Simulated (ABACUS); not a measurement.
# GaP (F-43m) in ABACUS: further runs

Runs on GaP. Level: PBE. Tasks: band structure, equation of state.

All numbers are computed with ABACUS 3.10.1; they aren't measurements. Logs are shortened: lines on timing, memory, paths and dates and some standing lists are left out, and cuts for length are marked.

### 1 The structure

It takes space group F-43m (No. 216, cubic). Conventional cell: a = 5.451 Å, b = 5.451 Å, c = 5.451 Å, α = 90.00°, β = 90.00°, γ = 90.00°. Ga (site symmetry -43m) has 4 P at 2.36 Å as nearest neighbours. Around P (site symmetry -43m) lie 4 Ga at 2.36 Å.

### 2 Band structure, PBE

File INPUT:

```
INPUT_PARAMETERS
suffix              GaP
calculation         nscf
basis_type          lcao
pseudo_dir          ./
orbital_dir         ./
symmetry            -1
dft_functional      pbe
ecutwfc             100.0
pseudo_rcut         10
nspin               1
nbands              13
ks_solver           genelpa
smearing_method     fd
smearing_sigma      0.00367493
scf_thr             1e-07
scf_nmax            100
mixing_type         broyden
mixing_beta         0.7
init_chg            file
out_band            1
```

File STRU:

```
ATOMIC_SPECIES
Ga 69.7230 Ga.upf
P 30.9738 P.upf

NUMERICAL_ORBITAL
Ga_confined-atom_8au_1s1p1d.orb
P_confined-atom_7au_1s1p.orb

LATTICE_CONSTANT
7.2831660764

LATTICE_VECTORS
0.0000000000 0.7071067812 0.7071067812
0.7071067812 0.0000000000 0.7071067812
0.7071067812 0.7071067812 0.0000000000

ATOMIC_POSITIONS
Cartesian

Ga
0.0
1
0.0000000000 0.0000000000 0.0000000000 1 1 1

P
0.0
1
1.0606601718 1.0606601718 1.0606601718 1 1 1
```

File KPT:

```
K_POINTS
12
Line
0.00000000 0.00000000 0.00000000 10 // G
0.50000000 0.00000000 0.50000000 10 // X
0.50000000 0.25000000 0.75000000 10 // W
0.37500000 0.37500000 0.75000000 10 // K
0.00000000 0.00000000 0.00000000 10 // G
0.50000000 0.50000000 0.50000000 10 // L
0.62500000 0.25000000 0.62500000 10 // U
0.50000000 0.25000000 0.75000000 10 // W
0.50000000 0.50000000 0.50000000 10 // L
0.37500000 0.37500000 0.75000000 1 // K
0.62500000 0.25000000 0.62500000 10 // U
0.50000000 0.00000000 0.50000000 1 // X
```

Potentials or basis: Ansatz NC PBE, SZ LCAO (the cutoffs set its grid).

Started as:

```
$ OMP_NUM_THREADS=1 mpirun -np 4 abacus > log
```

running log:

```text
[... set-up lines left out ...]
 LCAO ALGORITHM --------------- ION=   1  ELEC=   1--------------------------------
[... levels at 102 k points of this process ...]

 Density error is 0.00000000000
----------------------------------------------------------
     Energy           Rydberg                 eV
----------------------------------------------------------
 E_KohnSham     -166.7797144421      -2269.1544272254
 E_KS(sigma->0) -166.7797144421      -2269.1544272253
 E_Harris       -166.7797144421      -2269.1544272254
 E_band         -4.0590007035        -55.2255377540
 E_one_elec     -76.0114048216       -1034.1882185580
 E_Hartree      51.6945286374        703.3401448930
 E_xc           -45.9852143729       -625.6609392225
 E_Ewald        -96.4776238851       -1312.6454143377
 E_entropy(-TS) -0.0000000000        -0.0000000001
 E_descf        0.0000000000         0.0000000000
 E_exx          0.0000000000         0.0000000000
 E_Fermi        0.6381810985         8.6828992959
----------------------------------------------------------

 charge density convergence is achieved
 final etot is -2269.1544272 eV
 EFERMI = 8.6828992959 eV

 STATE ENERGY(eV) AND OCCUPATIONS    NSPIN == 1
 1/102 kpoint (Cartesian) = 0.0000 0.0000 0.0000 (1160 pws)
       1       -7.45807      0.0196078
       2       -7.45807      0.0196078
       3       -7.45807      0.0196078
       4       -7.34705      0.0196078
       5       -7.34705      0.0196078
       6       -5.01772      0.0196078
       7        7.53710      0.0196078
       8        7.53710      0.0196078
       9        7.53710      0.0196078
      10        9.69190    3.37568e-11
      11        12.3365    3.61022e-34
      12        12.3365    3.61022e-34
      13        12.3365    3.61022e-34

 2/102 kpoint (Cartesian) = 0.0000 0.070711 0.0000 (1152 pws)
       1       -7.46138      0.0196078
       2       -7.45647      0.0196078
       3       -7.45647      0.0196078
       4       -7.34763      0.0196078
       5       -7.34664      0.0196078
       6       -4.97445      0.0196078
       7        7.15352      0.0196078
       8        7.40560      0.0196078
       9        7.40560      0.0196078
      10        10.0622    2.05221e-14
      11        12.2534    1.90240e-33
      12        12.5551    4.55959e-36
      13        12.5551    4.55959e-36

 3/102 kpoint (Cartesian) = 0.0000 0.14142 0.0000 (1154 pws)
       1       -7.47060      0.0196078
       2       -7.45181      0.0196078
       3       -7.45181      0.0196078
       4       -7.34949      0.0196078
       5       -7.34547      0.0196078
       6       -4.84556      0.0196078
       7        6.37999      0.0196078
       8        7.07330      0.0196078
       9        7.07330      0.0196078
      10        10.7463    2.34263e-20
      11        12.0807    6.01286e-32
      12        13.1423    3.62118e-41
      13        13.1423    3.62118e-41

 4/102 kpoint (Cartesian) = 0.0000 0.21213 0.0000 (1161 pws)
       1       -7.48407      0.0196078
       2       -7.44446      0.0196078
       3       -7.44446      0.0196078
       4       -7.35275      0.0196078
       5       -7.34364      0.0196078
       6       -4.63385      0.0196078
       7        5.51790      0.0196078
       8        6.65122      0.0196078
       9        6.65122      0.0196078
      10        11.1824    3.81832e-24
      11        12.1241    2.52413e-32
      12        13.9682    2.42487e-48
      13        13.9682    2.42487e-48

 5/102 kpoint (Cartesian) = 0.0000 0.28284 0.0000 (1151 pws)
       1       -7.49976      0.0196078
       2       -7.43506      0.0196078
       3       -7.43506      0.0196078
       4       -7.35734      0.0196078
       5       -7.34134      0.0196078
       6       -4.34414      0.0196078
       7        4.64597      0.0196078
       8        6.21844      0.0196078
       9        6.21844      0.0196078
      10        11.1223    1.27199e-23
      11        12.5644    3.78886e-36
      12        14.9236    1.22123e-56
      13        14.9236    1.22123e-56

 6/102 kpoint (Cartesian) = 0.0000 0.35355 0.0000 (1153 pws)
       1       -7.51588      0.0196078
       2       -7.42446      0.0196078
       3       -7.42446      0.0196078
       4       -7.36287      0.0196078
       5       -7.33878      0.0196078
       6       -3.98380      0.0196078
       7        3.78902      0.0196078
       8        5.81789      0.0196078
       9        5.81789      0.0196078
      10        10.9718    2.57837e-22
      11        12.9497    1.70270e-39
      12        15.9239    2.49841e-65
      13        15.9239    2.49841e-65

[... levels at 96 further k points ...]

 --------------------------------------------
 !FINAL_ETOT_IS -2269.154427225390 eV
 --------------------------------------------

 Output bands in file: OUT.GaP/BANDS_1.dat
```

It took 0.33 s on 4 MPI ranks of AMD EPYC 9R45 (Zen 5), shared host; peak memory 0.36 GiB.

The run converged, but some of its settings lie outside the range that counts as converged, so its numbers aren't taken as properties of the crystal.

What came out:

| Quantity | Value |
| --- | --- |
| Band gap along the path | 2.15 eV, direct |

Caveat: the atomic orbitals were generated for these runs and aren't a published set; the density is read from an earlier self-consistent run, whose mesh may be coarse; the basis of atomic orbitals isn't converged, which shifts pressures, moduli and gaps.

### 3 Equation of state, PBE, 19.03 Å³/atom (volume scaled by 0.94)

File INPUT:

```
INPUT_PARAMETERS
suffix              GaP
calculation         scf
basis_type          lcao
pseudo_dir          ./
orbital_dir         ./
symmetry            1
dft_functional      pbe
ecutwfc             100
pseudo_rcut         10
nspin               1
nbands              13
ks_solver           genelpa
smearing_method     fd
smearing_sigma      0.00367493
scf_thr             1e-07
scf_nmax            100
mixing_type         broyden
mixing_beta         0.7
cal_force           1
cal_stress          1
out_mul             1
```

File STRU:

```
ATOMIC_SPECIES
Ga 69.7230 Ga.upf
P 30.9738 P.upf

NUMERICAL_ORBITAL
Ga_confined-atom_8au_1s1p1d.orb
P_confined-atom_7au_1s1p.orb

LATTICE_CONSTANT
1.8897261246

LATTICE_VECTORS
0.0000000000 2.6696170428 2.6696170428
2.6696170428 0.0000000000 2.6696170428
2.6696170428 2.6696170428 0.0000000000

ATOMIC_POSITIONS
Direct

Ga
0.0
1
0.0000000000 0.0000000000 0.0000000000 1 1 1

P
0.0
1
0.7500000000 0.7500000000 0.7500000000 1 1 1
```

File KPT:

```
K_POINTS
0
Gamma
7 7 7 0 0 0
```

Potentials or basis: Ansatz NC PBE, SZ LCAO (the cutoffs set its grid).

Started as:

```
$ OMP_NUM_THREADS=1 mpirun -np 4 abacus > log
```

running log:

```text
[... set-up lines left out ...]
 LCAO ALGORITHM --------------- ION=   1  ELEC=   1--------------------------------

 Density error is 0.051327237367
----------------------------------------------------------
     Energy           Rydberg                 eV
----------------------------------------------------------
 E_KohnSham     -166.7409436119      -2268.6269230180
 E_Harris       -167.9368406879      -2284.8979374736
 E_Fermi        0.6607415077         8.9898494104
----------------------------------------------------------

 LCAO ALGORITHM --------------- ION=   1  ELEC=   2--------------------------------

 Density error is 0.0109742124748
----------------------------------------------------------
     Energy           Rydberg                 eV
----------------------------------------------------------
 E_KohnSham     -166.7496211885      -2268.7449875048
 E_Harris       -166.7599581491      -2268.8856290692
 E_Fermi        0.7605892103         10.3483470972
----------------------------------------------------------
[... 36 lines left out ...]
 Density error is 3.70623374267e-06
----------------------------------------------------------
     Energy           Rydberg                 eV
----------------------------------------------------------
 E_KohnSham     -166.7497400689      -2268.7466049561
 E_Harris       -166.7496383141      -2268.7452205107
 E_Fermi        0.7575200642         10.3065892226
----------------------------------------------------------

 LCAO ALGORITHM --------------- ION=   1  ELEC=   7--------------------------------

 Density error is 9.71467266873e-08
----------------------------------------------------------
     Energy           Rydberg                 eV
----------------------------------------------------------
 E_KohnSham     -166.7497400689      -2268.7466049566
 E_KS(sigma->0) -166.7497400689      -2268.7466049565
 E_Harris       -166.7497394154      -2268.7465960650
 E_band         -3.0867445010        -41.9973134842
 E_one_elec     -72.8503890908       -991.1803931515
 E_Hartree      50.6506378443        689.1372820167
 E_xc           -46.0618385426       -626.7034645351
 E_Ewald        -98.4881502799       -1340.0000292867
 E_entropy(-TS) -0.0000000000        -0.0000000001
 E_descf        0.0000000000         0.0000000000
 E_exx          0.0000000000         0.0000000000
 E_Fermi        0.7575226829         10.3066248511
----------------------------------------------------------

 charge density convergence is achieved
 final etot is -2268.746605 eV
 EFERMI = 10.306624851 eV

 STATE ENERGY(eV) AND OCCUPATIONS    NSPIN == 1
 1/20 kpoint (Cartesian) = 0.0000 0.0000 0.0000 (1075 pws)
       1       -6.67277     0.00583090
       2       -6.67277     0.00583090
       3       -6.67277     0.00583090
       4       -6.53767     0.00583090
       5       -6.53767     0.00583090
       6       -4.63390     0.00583090
       7        8.39005     0.00583090
       8        8.39005     0.00583090
       9        8.39005     0.00583090
      10        11.2230    6.39450e-11
      11        13.2556    1.41632e-28
      12        13.2556    1.41632e-28
      13        13.2556    1.41632e-28

 2/20 kpoint (Cartesian) = 0.026756 0.026756 0.026756 (1088 pws)
       1       -6.69194      0.0466472
       2       -6.66470      0.0466472
       3       -6.66470      0.0466472
       4       -6.53810      0.0466472
       5       -6.53810      0.0466472
       6       -4.35160      0.0466472
       7        6.36453      0.0466472
       8        8.05109      0.0466472
       9        8.05109      0.0466472
      10        11.8577    1.57187e-15
      11        13.8652    5.74208e-33
      12        13.8652    5.74208e-33
      13        14.6200    1.59726e-39
[... 46 lines left out ...]
 6/20 kpoint (Cartesian) = 0.026756 0.080268 0.026756 (1078 pws)
       1       -6.73441       0.139942
       2       -6.64327       0.139942
       3       -6.64051       0.139942
       4       -6.54948       0.139942
       5       -6.53080       0.139942
       6       -3.63666       0.139942
       7        4.43429       0.139942
       8        6.88033       0.139942
       9        6.89293       0.139942
      10        12.6009    1.65235e-21
      11        13.9878    1.48560e-33
      12        16.1403    2.98452e-52
      13        16.9549    2.51226e-59

[... levels at 14 further k points ...]

 correction force for each atom along direction 1 is -0.00910843
 correction force for each atom along direction 2 is -0.0187176
 correction force for each atom along direction 3 is -0.0157177
------------------------------------------------------------------------------------------
 TOTAL-FORCE (eV/Angstrom)
------------------------------------------------------------------------------------------
                       Ga1         0.0000000000         0.0000000000         0.0000000000
                        P1         0.0000000000         0.0000000000         0.0000000000
------------------------------------------------------------------------------------------

----------------------------------------------------------------
 TOTAL-STRESS (KBAR)
----------------------------------------------------------------
       167.1006506523        -0.0000000000        -0.0000000000
         0.0000000000       167.1006506523        -0.0000000000
        -0.0000000000         0.0000000000       167.1006506523
----------------------------------------------------------------
 TOTAL-PRESSURE: 167.100651 KBAR

 --------------------------------------------
 !FINAL_ETOT_IS -2268.7466049565741741 eV
 --------------------------------------------
```

Run time: 1.1 s. Hardware: 4 MPI ranks of AMD EPYC 9R45 (Zen 5), shared host; peak memory 0.36 GiB.

These settings aren't checked as converged: the numbers below hold their error.

Results:

| Quantity | Value |
| --- | --- |
| Free energy | -2268.7466 eV |
| Pressure | 16.7 GPa |
| Band gap on the k mesh | 2.83 eV, direct |
| Mulliken charges | Ga +0.35; P -0.35 e |

Caveat: the atomic orbitals were generated for these runs and aren't a published set; Mulliken charges move with the basis; an odd mesh through Γ misses points on the zone boundary, where band edges often lie; the basis of atomic orbitals isn't converged, which shifts pressures, moduli and gaps.

### 4 Equation of state, PBE, 19.84 Å³/atom (volume scaled by 0.98)

INPUT is that of step 3.

Changes to STRU since step 3:

```diff
@@ -12,5 +12,5 @@
 LATTICE_VECTORS
-0.0000000000 2.6696170428 2.6696170428
-2.6696170428 0.0000000000 2.6696170428
-2.6696170428 2.6696170428 0.0000000000
+0.0000000000 2.7069591804 2.7069591804
+2.7069591804 0.0000000000 2.7069591804
+2.7069591804 2.7069591804 0.0000000000
```

KPT is that of step 3.

Started as:

```
$ OMP_NUM_THREADS=1 mpirun -np 4 abacus > log
```

It took 1.1 s on 4 MPI ranks of AMD EPYC 9R45 (Zen 5), shared host; peak memory 0.36 GiB.

The run converged, but some of its settings lie outside the range that counts as converged, so its numbers aren't taken as properties of the crystal.

Results:

| Property | Result |
| --- | --- |
| Free energy | -2268.8888 eV |
| Pressure | 11.6 GPa |
| Band gap on the k mesh | 2.37 eV, direct |
| Mulliken charges | Ga +0.34; P -0.34 e |

Caveat: the atomic orbitals were generated for these runs and aren't a published set; Mulliken charges move with the basis; the basis of atomic orbitals isn't converged, which shifts pressures, moduli and gaps.

### 5 Equation of state, PBE, 20.65 Å³/atom (volume scaled by 1.02)

INPUT is that of step 4.

Changes to STRU since step 4:

```diff
@@ -12,5 +12,5 @@
 LATTICE_VECTORS
-0.0000000000 2.7069591804 2.7069591804
-2.7069591804 0.0000000000 2.7069591804
-2.7069591804 2.7069591804 0.0000000000
+0.0000000000 2.7432985392 2.7432985392
+2.7432985392 0.0000000000 2.7432985392
+2.7432985392 2.7432985392 0.0000000000
```

KPT is that of step 4.

Started as:

```
$ OMP_NUM_THREADS=1 mpirun -np 4 abacus > log
```

Run time: 1.1 s. Hardware: 4 MPI ranks of AMD EPYC 9R45 (Zen 5), shared host; peak memory 0.36 GiB.

The run converged, but some of its settings lie outside the range that counts as converged, so its numbers aren't taken as properties of the crystal.

Results:

```yaml
Free_energy: -2268.9849 eV
Pressure: 7.5 GPa
Band_gap_on_the_k_mesh: 1.95 eV, direct
Mulliken_charges: Ga +0.33; P -0.33 e
```

Caveat: the atomic orbitals were generated for these runs and aren't a published set; Mulliken charges move with the basis; the basis of atomic orbitals isn't converged, which shifts pressures, moduli and gaps.

### 6 Equation of state, PBE, 21.45 Å³/atom (volume scaled by 1.06)

INPUT is that of step 5.

Changes to STRU since step 5:

```diff
@@ -12,5 +12,5 @@
 LATTICE_VECTORS
-0.0000000000 2.7432985392 2.7432985392
-2.7432985392 0.0000000000 2.7432985392
-2.7432985392 2.7432985392 0.0000000000
+0.0000000000 2.7786998443 2.7786998443
+2.7786998443 0.0000000000 2.7786998443
+2.7786998443 2.7786998443 0.0000000000
```

KPT is that of step 5.

Potentials or basis: Ansatz NC PBE, SZ LCAO (the cutoffs set its grid).

Started as:

```
$ OMP_NUM_THREADS=1 mpirun -np 4 abacus > log
```

Run time: 1 s. Hardware: 4 MPI ranks of AMD EPYC 9R45 (Zen 5), shared host; peak memory 0.36 GiB.

The run converged, but some of its settings lie outside the range that counts as converged, so its numbers aren't taken as properties of the crystal.

Results:

| Quantity | Value |
| --- | --- |
| Free energy | -2269.0434 eV |
| Pressure | 4.2 GPa |
| Band gap on the k mesh | 1.56 eV, direct |
| Mulliken charges | Ga +0.32; P -0.32 e |

Caveat: the atomic orbitals were generated for these runs and aren't a published set; Mulliken charges move with the basis; the basis of atomic orbitals isn't converged, which shifts pressures, moduli and gaps.

### 7 Equation of state, PBE

Potentials or basis: Ansatz NC PBE, SZ LCAO (the cutoffs set its grid).

No new run: the results of the series are fitted here.

The run converged, but some of its settings lie outside the range that counts as converged, so its numbers aren't taken as properties of the crystal.

Results:

```
Equilibrium volume : 22.74 Å³/atom (rough: see the caveat)
Bulk modulus       : 63 GPa (rough)
```

Caveat: the atomic orbitals were generated for these runs and aren't a published set; the minimum lies outside the volumes run; the basis of atomic orbitals isn't converged, which shifts pressures, moduli and gaps.
